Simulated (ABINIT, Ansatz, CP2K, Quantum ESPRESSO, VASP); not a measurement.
One calculation of Hf, 5 ways

```
CELL_PARAMETERS angstrom
3.12635 0.00000 0.00000
-1.04212 2.94755 0.00000
0.00000 0.00000 25.21062
ATOMIC_POSITIONS crystal
Hf 0.50000 0.50000 0.29749
Hf 0.00000 0.00000 0.39875
Hf 0.50000 0.50000 0.50000
Hf 0.00000 0.00000 0.60125
Hf 0.50000 0.50000 0.70251
```

Alike in all runs: functional PBE; k mesh 9 × 9 × 1; occupations fermi-dirac, width 0.05 eV; no spin polarisation; no spin-orbit coupling.

| program and potentials | plane-wave cutoff (eV) | notes | largest force (eV/Å) |
| --- | --- | --- | --- |
| Ansatz, Ansatz PAW | 420 | 26 valence electrons an atom on average | 0.682 |
| CP2K, POTENTIAL_UZH Hf GTH-PBE-q12; TZVP-MOLOPT-PBE-GTH basis | - | atomic basis; 12 valence electrons an atom on average | 0.683 |
| VASP, PBE PAW files Hf_pv, 520 eV | 520 | 10 valence electrons an atom on average | 0.709 |
| Quantum ESPRESSO, PseudoDojo 0.4.1 SR PBE standard | 789 | 12 valence electrons an atom on average | 0.680 |
| ABINIT, JTH PAW PBE v2.0 | 517 | 12 valence electrons an atom on average | 0.698 |

Force on atom 5 (Hf), eV/Å:

```
                                       program and potentials      x      y       z
                                           Ansatz, Ansatz PAW  0.000  0.000  -0.682
CP2K, POTENTIAL_UZH Hf GTH-PBE-q12; TZVP-MOLOPT-PBE-GTH basis  0.000  0.000  -0.683
                            VASP, PBE PAW files Hf_pv, 520 eV  0.000  0.000  -0.709
           Quantum ESPRESSO, PseudoDojo 0.4.1 SR PBE standard  0.000  0.000  -0.680
                                     ABINIT, JTH PAW PBE v2.0  0.000  0.000  -0.698
```

The atoms of the given cell lie far from their minimum at this level. Rows in atomic bases carry the error of their basis and grid, which can be large.

The functional is the same throughout but for its coding, so the spread measures potentials, basis and numerics; runs on potential files found faulty are left out.
